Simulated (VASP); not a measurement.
## ZnS (Wurtzite-6H): single point with PBE

**The experiment to reproduce.**

From a printed reference work, monograph, for a bulk crystal of ZnS at 4 K: band gap 3.911 eV (direct).

Crystal: ZnS (Wurtzite-6H).

```
CELL_PARAMETERS angstrom
3.81200 0.00000 0.00000
-1.90600 3.30129 0.00000
0.00000 0.00000 18.68999
ATOMIC_POSITIONS crystal
Zn 0.33333 0.66667 0.83333
Zn 0.66667 0.33333 0.33333
Zn 0.66667 0.33333 0.66667
Zn 0.33333 0.66667 0.16667
Zn 0.00000 0.00000 0.50000
Zn 0.00000 0.00000 0.00000
S 0.33333 0.66667 0.95833
S 0.66667 0.33333 0.45833
S 0.66667 0.33333 0.79167
S 0.33333 0.66667 0.29167
S 0.00000 0.00000 0.62500
S 0.00000 0.00000 0.12500
```

```yaml
Program: VASP 6.6.1
Task: single point
Functional: PBE
Potentials_or_basis: VASP PAW PBE potentials, release 64 (Zn, S)
Cutoff: 520 eV
k_mesh: 8 × 8 × 2
Occupations: gaussian, width 0.015 eV
Spin: no spin polarisation
Further_INCAR_settings: ALGO = Normal; EDIFF = 1e-06; NBANDS = 66
```

* Pressure: 2.3 GPa
* Largest force: 0.030 eV/Å
* Band gap on the k mesh: 2.17 eV, direct

Forces on the atoms (eV/Å):
```
Zn   0.000  0.000  0.001
Zn   0.000  0.000  0.001
Zn   0.000  0.000  0.015
Zn   0.000  0.000  0.015
Zn   0.000  0.000 -0.004
Zn   0.000  0.000 -0.004
S    0.000  0.000 -0.030
S    0.000  0.000 -0.030
S    0.000  0.000 -0.007
S    0.000  0.000 -0.007
S    0.000  0.000  0.024
S    0.000  0.000  0.024
```

Levels at points of the mesh, in eV from the valence-band top:
```
           k point  band 52  band 53  band 54  band 55  band 56  band 57
(0.00, 0.00, 0.00)    -0.02     0.00     0.00     2.17     3.22     3.26
(0.50, 0.00, 0.00)    -1.26    -1.10    -0.88     3.44     3.57     3.61
(0.00, 0.00, 0.50)    -0.07    -0.07    -0.07     2.65     2.65     3.28
(0.50, 0.00, 0.50)    -1.22    -0.99    -0.99     3.37     3.37     3.85
```

Run time: 5.2 min on 1 thread of Intel(R) Xeon(R) Platinum 8488C (Sapphire Rapids), on a shared host, peak memory 0.45 GiB.

A measured gap of ZnS is 3.911 eV (direct; 4 K; a printed reference work, monograph); the calculated 2.17 eV misses it by -1.74 eV. The value is that of PBE on a finite k mesh, which can miss the band edges, without temperature or zero-point motion. Semilocal functionals fall short of measured gaps as a rule.

Caveat: the cell's inner coordinates are idealised or old, which leaves forces on the atoms.
